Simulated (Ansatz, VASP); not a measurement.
# One calculation of AlCu3, two programs

```
Al Cu
1.0
     3.63187    0.00000    0.00000
     0.00000    3.63187    0.00000
     0.00000    0.00000    3.63187
Al Cu
1 3
Direct
  0.00000 0.00000 0.00000
  0.50000 0.50000 0.00000
  0.50000 0.00000 0.50000
  0.00000 0.50000 0.50000
```

Alike in both runs: task single point; functional PBEsol; k mesh 14 × 14 × 14; occupations gaussian, width 0.1 eV; no spin polarisation.

|  | VASP | Ansatz |
| --- | --- | --- |
| version | VASP 6.6.1 | Ansatz 0.2.0 |
| potentials or method | VASP PAW PBE potentials, release 64 (Al, Cu) | scalar-relativistic, plane waves, PAW |
| plane-wave cutoff (eV) | 520 | 420 |
| valence electrons in the cell | 36 | 60 |

VASP gave:

* gap on the k mesh at the Fermi level (eV): none
* pressure (GPa): 0.3

**Question.** Estimate Ansatz's values.

**Answer.** gap on the k mesh at the Fermi level (eV): none; pressure (GPa): 0.0.

A gap of «none» marks a metal or a gap that the smearing closes. The two sets of potentials don't hold the same shells in valence.

Caveats: the PAW data sets were made with another functional, which shifts forces and pressure a little (VASP).
